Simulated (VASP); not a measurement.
# C (Fd-3m) in VASP: notebook

The runs below take C through dielectric tensor, with LDA.

Everything below comes from runs of VASP 6.6.1. Logs are shortened: lines on timing, memory, paths and dates and some standing lists are left out, and cuts for length are marked.

### Step 1. The structure

Symmetry: Fd-3m, No. 227, cubic system. The conventional cell has a = 3.567 Å, b = 3.567 Å, c = 3.567 Å, α = 90.00°, β = 90.00°, γ = 90.00°. C (site symmetry -43m) has 4 C at 1.54 Å as nearest neighbours.

This isn't the form of C at room conditions, which is graphite.

### Step 2. Dielectric tensor, LDA

Input file INCAR:

```
PREC = Accurate
ENCUT = 340
EDIFF = 1E-8
ISMEAR = 0
SIGMA = 0.01
LREAL = False
LASPH = True
NELM = 100
ALGO = Normal
ISIF = 2
LWAVE = False
LCHARG = False
GGA = CA
LEPSILON = True
```

Input file KPOINTS:

```
Automatic mesh
0
Gamma
  7 7 7
```

Input file POSCAR:

```
C
1.0
    0.0000000000      1.7833700000      1.7833700000
    1.7833700000      0.0000000000      1.7833700000
    1.7833700000      1.7833700000      0.0000000000
C
2
Direct
    0.7500000000      0.7500000000      0.7500000000
    0.5000000000      0.5000000000      0.5000000000
```

Potentials or basis: VASP PAW LDA potentials, release 64 (C).

The run is started by

```bash
cat potpaw_LDA.64/C/POTCAR > POTCAR
mpirun -np 1 vasp_std > vasp.out
```

OUTCAR:

```text
PREC = Accurate
   ENCUT = 340
   EDIFF = 1E-8
   ISMEAR = 0
   LREAL = False
   LASPH = True
   NELM = 100
   ISIF = 2
   GGA = CA
   LEPSILON = True

 Found     20 irreducible k-points:

 Following reciprocal coordinates:
            Coordinates               Weight
  0.000000  0.000000  0.000000      1.000000
  0.142857  0.000000  0.000000      8.000000
  0.285714  0.000000  0.000000      8.000000
  0.428571  0.000000  0.000000      8.000000
  0.142857  0.142857  0.000000      6.000000
  0.285714  0.142857  0.000000     24.000000
   k-points           NKPTS =     20   k-points in BZ     NKDIM =     20   number of bands    NBANDS=      8
   number of dos      NEDOS =    301   number of ions     NIONS =      2
   total plane-waves  NPLWV =   4096
   dimension x,y,z NGX =    16 NGY =   16 NGZ =   16
   dimension x,y,z NGXF=    32 NGYF=   32 NGZF=   32
   ions per type =               2
   NGX,Y,Z   is equivalent  to a cutoff of  10.55, 10.55, 10.55 a.u.
   NGXF,Y,Z  is equivalent  to a cutoff of  21.09, 21.09, 21.09 a.u.
 SYSTEM =  unknown system
   PREC   = accura    normal or accurate (medium, high low for compatibility)
   ISTART =      0    job   : 0-new  1-cont  2-samecut
   ICHARG =      2    charge: 1-file 2-atom 10-const
   ISPIN  =      1    spin polarized calculation?
   LNONCOLLINEAR =      F non collinear calculations
   LSORBIT =      F    spin-orbit coupling
   LASPH  =      T    aspherical Exc in radial PAW
   ENCUT  =  340.0 eV  24.99 Ry    5.00 a.u.   3.79  3.79  3.79*2*pi/ulx,y,z
   NELM   =    100;   NELMIN=  2; NELMDL= -5     # of ELM steps
   EDIFF  = 0.1E-07   stopping-criterion for ELM
   LREAL  =      F    real-space projection
   EDIFFG = 0.1E-06   stopping-criterion for IOM
   NSW    =      0    number of steps for IOM
   IBRION =     -1    ionic relax: 0-MD 1-quasi-New 2-CG
   NFREE  =      0    steps in history (QN), initial steepest desc. (CG)
   ISIF   =      2    stress and relaxation
   ISYM   =      2    0-nonsym 1-usesym 2-fastsym
   POTIM  = 0.5000    time-step for ionic-motion
   TEBEG  =    0.0;   TEEND  =   0.0 temperature during run
   PSTRESS=    0.0 pullay stress
   NELECT =       8.0000    total number of electrons
   NUPDOWN=      -1.0000    fix difference up-down
   EMIN   =  10.00;   EMAX   =-10.00  energy-range for DOS
   EFERMI =   0.00;   METHOD = LEGACY
   ISMEAR =     0;   SIGMA  =   0.01  broadening in eV -4-tet -1-fermi 0-gaus
   EFERMI_NEDOS =   21; number of points for ismear=-14 and -15
   IALGO  =     38    algorithm
   IMIX   =      4    mixing-type and parameters
     AMIX     =   0.40;   BMIX     =  1.00
     AMIX_MAG =   1.60;   BMIX_MAG =  1.00
  volume/ion in A,a.u.               =       5.67        38.28
  Fermi-wavevector in a.u.,A,eV,Ry     =   1.457203  2.753714 28.891161  2.123440
  Thomas-Fermi vector in A             =   2.574032
   LORBIT       =      0    0 simple, 1 ext, 2 COOP (PROOUT), +10 PAW based schemes
   GGA     = CA    functional components
   LHFCALC =     F    Hartree Fock is set to
   AEXX    =    0.0000 exact exchange contribution
   IVDW    =     0    specifies the selected vdW correction
   LEPSILON=     T    determine dielectric tensor
   LRPA    =     F    only Hartree local field effects (RPA)
 non-spin polarized calculation
 Gauss-broadening in eV      SIGMA  =   0.01
  energy-cutoff  :      340.00
  volume of cell :       11.34
 maximum number of plane-waves:       169
   NGX =  7   NGY =  7   NGZ =  7

--------------------------------------- Ionic step        1  -------------------------------------------

 number of electron       7.9999995 magnetization

 E-fermi :   9.7724     XC(G=0): -13.5012

 val. band max:        9.7227877641   @ k =   0.0000   0.0000   0.0000
 cond. band min:      13.9530431178   @ k =   0.4286   0.4286   0.0000
 fundamental gap:      4.2302553537
 Fermi energy:         9.7723525096

 k-point     1 :       0.0000    0.0000    0.0000
  band No.  band energies     occupation
      1     -11.6077      2.00000
      2       9.7228      2.00000
      3       9.7228      2.00000
      4       9.7228      2.00000
      5      15.2968      0.00000
      6      15.2968      0.00000
      7      15.2968      0.00000
      8      23.2452      0.00000

 k-point     2 :       0.1429    0.0000    0.0000
  band No.  band energies     occupation
      1     -11.0442      2.00000
      2       6.7796      2.00000
      3       8.9216      2.00000
      4       8.9216      2.00000
      5      16.3624      0.00000
      6      16.3624      0.00000
      7      16.8659      0.00000
      8      23.6668      0.00000

 k-point     3 :       0.2857    0.0000    0.0000
  band No.  band energies     occupation
      1      -9.3763      2.00000
      2       1.9851      2.00000
      3       7.7403      2.00000
      4       7.7403      2.00000
      5      17.7772      0.00000
      6      17.7772      0.00000
      7      18.1923      0.00000
      8      24.6777      0.00000

 k-point     4 :       0.4286    0.0000    0.0000
  band No.  band energies     occupation
      1      -6.7633      2.00000
      2      -2.4190      2.00000
      3       7.0370      2.00000
      4       7.0370      2.00000
      5      18.1631      0.00000
      6      18.1631      0.00000
      7      18.6646      0.00000
      8      25.1573      0.00000

 k-point     5 :       0.1429    0.1429    0.0000
  band No.  band energies     occupation
      1     -10.8568      2.00000
      2       7.6436      2.00000
      3       7.6436      2.00000
      4       8.1007      2.00000
      5      14.8066      0.00000
      6      18.0272      0.00000
      7      18.0272      0.00000
      8      22.9387      0.00000

 k-point     6 :       0.2857    0.1429    0.0000
  band No.  band energies     occupation
      1      -9.5575      2.00000
      2       3.7646      2.00000
      3       6.4184      2.00000
      4       7.1745      2.00000
      5      15.6354      0.00000
      6      19.7420      0.00000
      7      19.8030      0.00000
      8      22.0998      0.00000

 [... further k-points ...]

  FORCE on cell =-STRESS in cart. coord.  units (eV):
  Direction    XX          YY          ZZ          XY          YZ          ZX
  --------------------------------------------------------------------------------------
  -------------------------------------------------------------------------------------
  Total       -1.6951359     -1.6951359     -1.6951359      0.0000000      0.0000000     -0.0000000
  in kB     -239.4201708   -239.4201708   -239.4201708      0.0000000      0.0000000     -0.0000000
  external PRESSURE =    -239.4201708 kB  Pullay stress =       0.0000000 kB

 VOLUME and BASIS-vectors are now :
 -----------------------------------------------------------------------------
  energy-cutoff  :      340.00
  volume of cell :       11.34
      direct lattice vectors                 reciprocal lattice vectors
     0.000000000  1.783370000  1.783370000    -0.280368067  0.280368067  0.280368067
     1.783370000  0.000000000  1.783370000     0.280368067 -0.280368067  0.280368067
     1.783370000  1.783370000  0.000000000     0.280368067  0.280368067 -0.280368067

 POSITION                                       TOTAL-FORCE (eV/Angst)
 -----------------------------------------------------------------------------------
      2.67505      2.67505      2.67505         0.000000      0.000000      0.000000
      1.78337      1.78337      1.78337        -0.000000     -0.000000     -0.000000
 -----------------------------------------------------------------------------------
    total drift:                                0.000000      0.000000      0.000000

  FREE ENERGIE OF THE ION-ELECTRON SYSTEM (eV)
  ---------------------------------------------------
  free  energy   TOTEN  =       -20.2928791290 eV

  energy  without entropy=      -20.2928791290  energy(sigma->0) =      -20.29287913

 HEAD OF MICROSCOPIC STATIC DIELECTRIC TENSOR (INDEPENDENT PARTICLE, excluding Hartree and local field effects)
 ------------------------------------------------------
           6.105103     0.000000    -0.000000
          -0.000000     6.105103     0.000000
           0.000000     0.000000     6.105103
 ------------------------------------------------------

 Free energy of the ion-electron system (eV)
  ---------------------------------------------------
  ---------------------------------------------------
  free energy    TOTEN  =        -0.16337839 eV

  energy without entropy =       -0.16337839

------------------------ aborting loop because EDIFF is reached ----------------------------------------

--------------------------------------- Ionic step        2  -------------------------------------------

------------------------ aborting loop because EDIFF is reached ----------------------------------------

--------------------------------------- Ionic step        3  -------------------------------------------

 Free energy of the ion-electron system (eV)
  ---------------------------------------------------
  ---------------------------------------------------
  free energy    TOTEN  =        -0.16338102 eV

  energy without entropy =       -0.16338102

------------------------ aborting loop because EDIFF is reached ----------------------------------------

 PIEZOELECTRIC TENSOR FIELD DIRECTION 3  (e Angst)
 -----------------------------------------------------------------------------
     0.00020 -0.00000  0.00000           ( -0.00000 -0.00000  0.00000)
    -0.00000  0.00020  0.00000           ( -0.00000 -0.00000  0.00000)
     0.00000  0.00000 -0.00076           (  0.00000  0.00000 -0.00000)

 PIEZOELECTRIC TENSOR FIELD DIRECTION 3  (C/m^2)
 -----------------------------------------------------------------------------
     0.00028 -0.00000  0.00000
    -0.00000  0.00028  0.00000
     0.00000  0.00000 -0.00108

 MACROSCOPIC STATIC DIELECTRIC TENSOR (including local field effects in DFT)
 ------------------------------------------------------
           5.923306     0.000000     0.000000
          -0.000000     5.923306     0.000000
           0.000000    -0.000000     5.923306
 ------------------------------------------------------

 PIEZOELECTRIC TENSOR (including local field effects)  for field in x, y, z        (e  Angst)
          XX          YY          ZZ          XY          YZ          ZX
  --------------------------------------------------------------------------------
  x    -0.00000    -0.00000    -0.00000     0.00000     0.00000     0.00000
  y     0.00000    -0.00000    -0.00000     0.00000     0.00000     0.00000
  z     0.00000     0.00000     0.00000     0.00000     0.00000     0.00000

 PIEZOELECTRIC TENSOR (including local field effects)  for field in x, y, z        (C/m^2)
          XX          YY          ZZ          XY          YZ          ZX
  --------------------------------------------------------------------------------
  x    -0.00000    -0.00000    -0.00000     0.00000     0.00000     0.00000
  y     0.00000    -0.00000    -0.00000     0.00000     0.00000     0.00000
  z     0.00000     0.00000     0.00000     0.00000     0.00000     0.00000

 BORN EFFECTIVE CHARGES (including local field effects) (in |e|, cummulative output)
 ---------------------------------------------------------------------------------
 ion    1
    1     0.00000     0.00000    -0.00000
    2    -0.00000     0.00000     0.00000
    3    -0.00000     0.00000     0.00000
 ion    2
    1    -0.00000     0.00000     0.00000
    2     0.00000     0.00000    -0.00000
    3     0.00000     0.00000    -0.00000
```

It took 5.9 s on 1 thread of Intel Xeon Platinum 8559C (Emerald Rapids), shared host; peak memory 0.1 GiB.

The run converged, but a check on its numbers failed (symmetry, net force, bounds or a known fault of this set-up), so they aren't taken as properties of the crystal.

Caveat: the k mesh is coarse (spacing up to 0.44 Å⁻¹), so the values aren't converged; the cutoff lies under the usual one of these potentials, so the numbers hold a large basis-set error; an odd mesh through Γ misses points on the zone boundary, where band edges often lie.

(Part 1 of 3 ends here.)
